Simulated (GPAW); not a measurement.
# Ru (P6_3/mmc) in GPAW: a series of runs

One crystal, Ru, is run at these levels: PBE; tasks: single point.

All numbers are computed with GPAW 26.7.0; they aren't measurements. Logs are shortened: lines on timing, memory, paths and dates and some standing lists are left out, and cuts for length are marked. The log counts tension as positive stress, the text compression.

## 1. Starting point

It takes space group P6_3/mmc (No. 194, hexagonal). Conventional cell: a = 2.706 Å, b = 2.706 Å, c = 4.282 Å, α = 90.00°, β = 90.00°, γ = 120.00°. Ru (site symmetry -6m2) has 12 Ru at 2.65 to 2.71 Å as nearest neighbours.

## 2. Single point, PBE

The input, run.py:

```python
from ase.dft.bandgap import bandgap
from ase.io import read, write
from ase.units import GPa
from gpaw import GPAW, PW

atoms = read('POSCAR')

calc = GPAW(mode=PW(600),
            xc='PBE',
            kpts={'size': (11, 11, 6), 'gamma': True},
            occupations={'name': 'methfessel-paxton', 'order': 0, 'width': 0.02},
            nbands=29,
            convergence={'density': 1e-05, 'energy': 1e-05},
            maxiter=150,
            txt='gpaw.txt')
atoms.calc = calc
energy = atoms.get_potential_energy()
forces = atoms.get_forces()
stress = atoms.get_stress()
calc.write('gs.gpw')
write('result.traj', atoms)
print(f'Energy: {energy:.6f} eV')
print('Forces (eV/A):')
print(forces.round(4))
print('Stress (GPa):', (stress / GPa).round(3))
print('Fermi level:', round(calc.get_fermi_level(), 4), 'eV')
print(f'Gap: {bandgap(calc)[0]:.4f} eV, direct: {bandgap(calc, direct=True)[0]:.4f} eV')
```

The input, POSCAR:

```
Ru
1.0
    2.7058000000      0.0000000000      0.0000000000
   -1.3529000000      2.3432915376      0.0000000000
    0.0000000000      0.0000000000      4.2819000000
Ru
2
Direct
    0.6666666667      0.3333333333      0.7500000000
    0.3333333333      0.6666666667      0.2500000000
```

Potentials or basis: GPAW PAW data sets (gpaw-data 1.2.1), pw.

Run with:

```sh
$ OMP_NUM_THREADS=1 python run.py
```

gpaw.txt:

```text
__  _  _
 | _ |_)|_||  |
 |__||  | ||/\| - 26.7.0

Input parameters:
  mode=PW(ecut=600.0),
  convergence={'density': 1e-05, 'energy': 1e-05},
  kpts=MonkhorstPack(size=(11, 11, 6), gamma=True),
  maxiter=150,
  nbands=29,
  occupations=Occupations(name='methfessel-paxton', order=0, width=0.02),
  xc=XC(name='PBE')

Diagonalizing LCAO Hamiltonian
Converting LCAO to pw mode

          Ru

        Ru

Atoms  # Å, Bohr magnetons
|   | symbol |         x |        y |        z |    initial magnetic moments |
|---|--------|-----------|----------|----------|-----------------------------|
| 0 |     Ru |  1.352900 | 0.781097 | 3.211425 | ( 0.0000,  0.0000,  0.0000) |
| 1 |     Ru | -0.000000 | 1.562194 | 1.070475 | ( 0.0000,  0.0000,  0.0000) |

Unit cell  # Å
| periodic |         x |        y |        z |  lengths |     angles |
|----------|-----------|----------|----------|----------|------------|
|      yes |  2.705800 | 0.000000 | 0.000000 | 2.705800 |  90.000000 |
|      yes | -1.352900 | 2.343292 | 0.000000 | 2.705800 |  90.000000 |
|      yes |  0.000000 | 0.000000 | 4.281900 | 4.281900 | 120.000000 |

Number of symmetries: 12
Symmetry operations  # r_c * U_cc + t_c -> r_c
|    | kind |            matrix            |
|----|------|------------------------------|
|  0 |  σ   |  1, 1, 0,  0,-1, 0,  0, 0, 1 |
|  1 |  S6  |  1, 1, 0, -1, 0, 0,  0, 0,-1 |
|  2 |  E   |  1, 0, 0,  0, 1, 0,  0, 0, 1 |
|  3 |  C2  |  1, 0, 0, -1,-1, 0,  0, 0,-1 |
|  4 |  C2  |  0, 1, 0,  1, 0, 0,  0, 0,-1 |
|  5 |  C3  |  0, 1, 0, -1,-1, 0,  0, 0, 1 |
|  6 |  S6  |  0,-1, 0,  1, 1, 0,  0, 0,-1 |
|  7 |  σ   |  0,-1, 0, -1, 0, 0,  0, 0, 1 |
|  8 |  σ   | -1, 0, 0,  1, 1, 0,  0, 0, 1 |
|  9 |  i   | -1, 0, 0,  0,-1, 0,  0, 0,-1 |
| 10 |  C3  | -1,-1, 0,  1, 0, 0,  0, 0, 1 |
| 11 |  C2  | -1,-1, 0,  0, 1, 0,  0, 0,-1 |

BZ-sampling:
  Number of BZ points: 726
  Number of IBZ points: 84

  Monkhorst-Pack size: [11, 11, 6]
  Monkhorst-Pack shift: [0.0, 0.0, 0.08333333333333333]

K-points  # in reciprocal-cell coordinates
|     |                                coordinates |     weight |
|-----|--------------------------------------------|------------|
|   0 | (  0.00000000,   0.00000000,   0.00000000) | 0.00137741 |
|   1 | (  0.00000000,   0.00000000,   0.16666667) | 0.00275482 |
|   2 | (  0.00000000,   0.00000000,   0.33333333) | 0.00275482 |
|   3 | (  0.00000000,   0.00000000,   0.50000000) | 0.00137741 |
|   4 | (  0.09090909,   0.00000000,  -0.33333333) | 0.00826446 |
|   5 | (  0.09090909,   0.00000000,  -0.16666667) | 0.00826446 |
|   6 | (  0.09090909,   0.00000000,   0.00000000) | 0.00826446 |
|   7 | (  0.09090909,   0.00000000,   0.16666667) | 0.00826446 |
|   8 | (  0.09090909,   0.00000000,   0.33333333) | 0.00826446 |
|   9 | (  0.09090909,   0.00000000,   0.50000000) | 0.00826446 |
| ... |                                            |            |
|  83 | (  0.45454545,   0.45454545,   0.50000000) | 0.00826446 |

Plane wave coefficients: 935
Cutoff: 600.0 eV

Spin-components: 1 (collinear spins)
Bands:           29
Projectors:      12
Spin-degeneracy: 2
Datatype:        complex128

Parallelization:
  kpt:    1
  domain: 1
  band:   1

Density:
  Valence electrons: 32.0
  Components: 1
  Grid points: [16 16 25]
  Charge: 0.0  # |e|

Potential:
  Grid points: [16 16 25]

species:
  Ru:
    name:    Ruthenium
    Z:       44.0
    valence: 16
    core:    28
    charge:  0.0  # [|e|]
    compensation charges:
      type: gauss
      rc: 0.39  # [Å]
      lmax: 2
    cutoffs:
      filter: 2.16  # [Å]
      core: 1.30  # [Å]
    projectors
    | kind |    occ | energy [eV] | rcut [Å] |
    |------|--------|-------------|----------|
    |   4s |  2.000 |     -76.316 |    1.281 |
    |   5s |  1.000 |      -4.236 |    1.281 |
    |   4p |  6.000 |     -46.423 |    1.286 |
    |   5p |  0.000 |      -0.913 |    1.286 |
    |   4d |  7.000 |      -5.203 |    1.254 |
    |    d |        |      22.008 |    1.254 |

    Using partial waves for Ru as LCAO basis

Reference energy: -246490.249966  # eV

eigensolver:
  PPCG
  Converge bands: occupied
  niter=2

density mixing:
  MSR1-Mixer
  Pratt-step length: 0.05
  Maximum mixing coefficient: 0.75
  Old densities: 10
  SVD Regularization: 0.005
  Good broyden scale: 1.0
  Trust region scale: 1.0
  Backstep threshold: 4.0
  History deletion threshold: 6.0
  Fourier metric: weight=20.0, sigma=0.015

occupation numbers:
  Methfessel-Paxton:
    width: 0.0200  # eV
    order: 0

poisson solver:
  ecut: 4800.0  # eV

xc functional:
  name: PBE with 2 nearest neighbor stencil

convergence criteria:
- Maximum integral of absolute [dens]ity change: 1e-05 electrons / valence electron
- Maximum [total energy] change in last 3 cyles: 1e-05 eV / valence electron
- Maximum integral of absolute [eigenst]ate change: 4e-08 eV^2 / valence electron
maximum number of iterations: 150

SCF iterations
|iter     | |      energy | eigst |  dens |
|---------|-|-------------|-------|-------|
|iter:   1| |  -20.533152 | +0.18 |       |
|iter:   2| |  -20.193976 | -2.65 | -1.07 |
|iter:   3| |  -18.926973 | -1.65 | -1.12 |
|iter:   4| |  -18.922381 | -4.05 | -2.10 |
|iter:   5| |  -18.921175 | -3.93 | -2.37 |
|iter:   6| |  -18.921198 | -6.28 | -3.65 |
|iter:   7| |  -18.921202c| -6.86 | -3.93 |
|iter:   8| |  -18.921203c| -7.68c| -4.81 |
|iter:   9| |  -18.921203c| -8.63c| -5.46c|

Converged in 9 steps
Energy contributions relative to reference atoms: (reference = -246490.249966)

Energy contributions:
  Kinetic:          -5.002963
  Coulomb:          -2.290148
  Zero:             -0.349926
  External:          0.000000
  Xc:              -11.277680
  Entropy:          -0.000973
  Spinorbit:         0.000000
  ----------------------------
  Free energy:     -18.921689
  Extrapolated:    -18.921203

dipole moment: (0.000000, 0.000000, 0.000001)  # |e|*Ang

Fermi level: 13.380
Eigenvalues  # (at kpt = [0.000, 0.000, 0.000])
| band index |      eig [eV] | occ [0-2] |
|------------|---------------|-----------|
|          0 |       -59.684 |     2.000 |
|        ... |               |           |
|          9 |         7.289 |     2.000 |
|         10 |        10.854 |     2.000 |
|         11 |        10.854 |     2.000 |
|         12 |        11.027 |     2.000 |
|         13 |        11.530 |     2.000 |
|         14 |        11.530 |     2.000 |
|         15 |        12.052 |     2.000 |
|         16 |        12.052 |     2.000 |
|         17 |        14.609 |     0.000 |
|         18 |        14.609 |     0.000 |
|         19 |        14.752 |     0.000 |
|         20 |        23.761 |     0.000 |
|         21 |        28.655 |     0.000 |
|         22 |        31.396 |     0.000 |
|         23 |        31.980 |     0.000 |
|         24 |        36.802 |     0.000 |
|        ... |               |           |
|         28 |        38.481 |     0.000 |

No gap
No difference between direct/indirect transitions

Forces  # eV/Ang
|       x |        y |        z |
|---------|----------|----------|
| 0.00000 |  0.00000 | -0.00025 |  # Ru   0
| 0.00000 | -0.00000 |  0.00025 |  # Ru   1

Stress tensor  # eV/Ang^3
|         x |         y |         z |
|-----------|-----------|-----------|
| -0.022007 | -0.000000 |  0.000000 |
|  0.000000 | -0.022007 | -0.000000 |
|  0.000000 | -0.000000 | -0.022884 |

# Writing to gs.gpw (mode='')
```

Run time: 33 s. Hardware: 1 thread of Arm Neoverse V1, shared host; peak memory 0.18 GiB.

Results:

```
Free energy            : -18.9217 eV
Pressure               : 3.6 GPa
Band gap on the k mesh : none (metal or under the smearing width)
```

Levels at points of the mesh, in eV from the Fermi level:
```
           k point  band 12  band 13  band 14  band 15  band 16  band 17  band 18  band 19  band 20  band 21
(0.00, 0.00, 0.00)    -2.53    -2.35    -1.85    -1.85    -1.33    -1.33     1.23     1.23     1.37    10.38
(0.00, 0.00, 0.50)    -2.69    -2.69    -2.69    -2.64    -2.64     0.59     0.59     0.59     0.59    14.80
```

## 3. Single point, PBE

run.py, as its differences from that of step 2:

```diff
@@ -5,3 +5,3 @@
 
-atoms = read('POSCAR')
+atoms = read('Ru.xyz')
 
@@ -10,3 +10,3 @@
             kpts={'size': (11, 11, 6), 'gamma': True},
-            occupations={'name': 'methfessel-paxton', 'order': 0, 'width': 0.02},
+            occupations={'name': 'methfessel-paxton', 'order': 0, 'width': 0.020999999999999998},
             nbands=29,
```

The input, Ru.xyz:

```xyz
2
Lattice="2.7058000000 0.0000000000 0.0000000000 -1.3529000000 2.3432915376 0.0000000000 0.0000000000 0.0000000000 4.2819000000" Properties=species:S:1:pos:R:3 pbc="T T T"
Ru     1.3529000001      0.7810971791      3.2114250000
Ru    -0.0000000001      1.5621943585      1.0704750000
```

Potentials or basis: GPAW PAW data sets (gpaw-data 1.2.1), pw.

Run with:

```sh
$ OMP_NUM_THREADS=1 python run.py
```

Run time: 33 s. Hardware: 1 thread of Arm Neoverse V1, shared host; peak memory 0.18 GiB.

Results (log left out):

```yaml
Free_energy: -18.9217 eV
Pressure: 3.6 GPa
Band_gap_on_the_k_mesh: none (metal or under the smearing width)
```

Stress tensor (GPa, compression positive):
```
3.53 0.00 0.00
0.00 3.53 0.00
0.00 0.00 3.65
```

Levels at points of the mesh, in eV from the Fermi level:
```csv
k point,band 12,band 13,band 14,band 15,band 16,band 17,band 18,band 19,band 20,band 21
"(0.00, 0.00, 0.00)",-2.53,-2.35,-1.85,-1.85,-1.33,-1.33,1.23,1.23,1.37,10.38
"(0.00, 0.00, 0.50)",-2.69,-2.69,-2.69,-2.64,-2.64,0.59,0.59,0.59,0.59,14.80
```

## 4. Single point, PBE

run.py, as its differences from that of step 3:

```diff
@@ -1,3 +1,4 @@
+from ase import Atoms
 from ase.dft.bandgap import bandgap
-from ase.io import read, write
+from ase.io import write
 from ase.units import GPa
@@ -5,3 +6,9 @@
 
-atoms = read('Ru.xyz')
+atoms = Atoms(['Ru', 'Ru'],
+              cell=[[2.7058, 0.0, 0.0],
+                    [-1.3529, 2.3432915376, 0.0],
+                    [0.0, 0.0, 4.2819]],
+              scaled_positions=[[0.6666666667, 0.3333333333, 0.75],
+                                [0.3333333333, 0.6666666667, 0.25]],
+              pbc=True)
 
@@ -10,3 +17,3 @@
             kpts={'size': (11, 11, 6), 'gamma': True},
-            occupations={'name': 'methfessel-paxton', 'order': 0, 'width': 0.020999999999999998},
+            occupations={'name': 'methfessel-paxton', 'order': 0, 'width': 0.022},
             nbands=29,
```

Potentials or basis: GPAW PAW data sets (gpaw-data 1.2.1), pw.

Run with:

```sh
$ OMP_NUM_THREADS=1 python run.py
```

gpaw.txt:

```text
__  _  _
 | _ |_)|_||  |
 |__||  | ||/\| - 26.7.0

Input parameters:
  mode=PW(ecut=600.0),
  convergence={'density': 1e-05, 'energy': 1e-05},
  kpts=MonkhorstPack(size=(11, 11, 6), gamma=True),
  maxiter=150,
  nbands=29,
  occupations=Occupations(name='methfessel-paxton', order=0, width=0.022),
  xc=XC(name='PBE')

Diagonalizing LCAO Hamiltonian
Converting LCAO to pw mode

          Ru

        Ru

Atoms  # Å, Bohr magnetons
|   | symbol |         x |        y |        z |    initial magnetic moments |
|---|--------|-----------|----------|----------|-----------------------------|
| 0 |     Ru |  1.352900 | 0.781097 | 3.211425 | ( 0.0000,  0.0000,  0.0000) |
| 1 |     Ru | -0.000000 | 1.562194 | 1.070475 | ( 0.0000,  0.0000,  0.0000) |

Unit cell  # Å
| periodic |         x |        y |        z |  lengths |     angles |
|----------|-----------|----------|----------|----------|------------|
|      yes |  2.705800 | 0.000000 | 0.000000 | 2.705800 |  90.000000 |
[... 141 lines left out ...]
Converged in 9 steps
Energy contributions relative to reference atoms: (reference = -246490.249966)

Energy contributions:
  Kinetic:          -5.003130
  Coulomb:          -2.290456
  Zero:             -0.349875
  External:          0.000000
  Xc:              -11.277236
  Entropy:          -0.001089
  Spinorbit:         0.000000
  ----------------------------
  Free energy:     -18.921787
  Extrapolated:    -18.921242

dipole moment: (0.000000, 0.000000, 0.000001)  # |e|*Ang

Fermi level: 13.380
Eigenvalues  # (at kpt = [0.000, 0.000, 0.000])
| band index |      eig [eV] | occ [0-2] |
|------------|---------------|-----------|
|          0 |       -59.684 |     2.000 |
|        ... |               |           |
|          9 |         7.289 |     2.000 |
|         10 |        10.854 |     2.000 |
|         11 |        10.854 |     2.000 |
|         12 |        11.027 |     2.000 |
|         13 |        11.530 |     2.000 |
|         14 |        11.530 |     2.000 |
[... 8 lines left out ...]
|         23 |        31.980 |     0.000 |
|         24 |        36.802 |     0.000 |
|        ... |               |           |
|         28 |        38.481 |     0.000 |

No gap
No difference between direct/indirect transitions

Forces  # eV/Ang
|        x |       y |        z |
|----------|---------|----------|
| -0.00000 | 0.00000 | -0.00025 |  # Ru   0
|  0.00000 | 0.00000 |  0.00025 |  # Ru   1

Stress tensor  # eV/Ang^3
|         x |         y |         z |
|-----------|-----------|-----------|
| -0.022101 | -0.000000 |  0.000000 |
| -0.000000 | -0.022101 |  0.000000 |
|  0.000000 |  0.000000 | -0.022716 |

# Writing to gs.gpw (mode='')
```

Wall time 33 s (1 thread of Arm Neoverse V1, shared host); peak memory 0.18 GiB.

What came out:

| Quantity | Value |
| --- | --- |
| Free energy | -18.9218 eV |
| Pressure | 3.6 GPa |
| Band gap on the k mesh | none (metal or under the smearing width) |

## 5. Single point, PBE

The input, run.py:

```python
from ase.dft.bandgap import bandgap
from ase.io import read, write
from ase.units import GPa
from gpaw import GPAW, PW

atoms = read('POSCAR')

calc = GPAW(mode=PW(600),
            xc='PBE',
            kpts={'size': (11, 11, 6), 'gamma': True},
            occupations={'name': 'methfessel-paxton', 'order': 0, 'width': 0.023},
            nbands=29,
            convergence={'density': 1e-05, 'energy': 1e-05},
            maxiter=150,
            txt='gpaw.txt')
atoms.calc = calc
energy = atoms.get_potential_energy()
forces = atoms.get_forces()
stress = atoms.get_stress()
calc.write('gs.gpw')
write('result.traj', atoms)
print(f'Energy: {energy:.6f} eV')
print('Forces (eV/A):')
print(forces.round(4))
print('Stress (GPa):', (stress / GPa).round(3))
print('Fermi level:', round(calc.get_fermi_level(), 4), 'eV')
print(f'Gap: {bandgap(calc)[0]:.4f} eV, direct: {bandgap(calc, direct=True)[0]:.4f} eV')
```

POSCAR is that of step 2.

Run with:

```sh
$ OMP_NUM_THREADS=1 python run.py
```

Wall time 33 s (1 thread of Arm Neoverse V1, shared host); peak memory 0.18 GiB.

The run converged. Its results:

| Quantity | Value |
| --- | --- |
| Free energy | -18.9218 eV |
| Pressure | 3.6 GPa |
| Band gap on the k mesh | none (metal or under the smearing width) |

Stress tensor (GPa, compression positive):
```
3.55 0.00 0.00
0.00 3.55 0.00
0.00 0.00 3.63
```

Levels at points of the mesh, in eV from the Fermi level:
| k point | band 12 | band 13 | band 14 | band 15 | band 16 | band 17 | band 18 | band 19 | band 20 | band 21 |
| --- | --- | --- | --- | --- | --- | --- | --- | --- | --- | --- |
| (0.00, 0.00, 0.00) | -2.53 | -2.35 | -1.85 | -1.85 | -1.33 | -1.33 | 1.23 | 1.23 | 1.37 | 10.38 |
| (0.00, 0.00, 0.50) | -2.69 | -2.69 | -2.69 | -2.63 | -2.63 | 0.59 | 0.59 | 0.59 | 0.59 | 14.80 |

## 6. Summary

| smearing | gap on the mesh (eV) | pressure (GPa) |
| --- | --- | --- |
| gaussian 0.02 eV | none | 3.6 |
| gaussian 0.021 eV | none | 3.6 |
| gaussian 0.022 eV | none | 3.6 |
| gaussian 0.023 eV | none | 3.6 |

Alike in all rows: task single point; level PBE; potentials or basis GPAW PAW data sets (gpaw-data 1.2.1), pw; no spin polarisation; cell as given; k mesh 11 × 11 × 6; cutoff (eV) 600.

Every run on the cell as given and a fine mesh finds a metal.

Absolute energies hang on the potentials; compare differences alone.
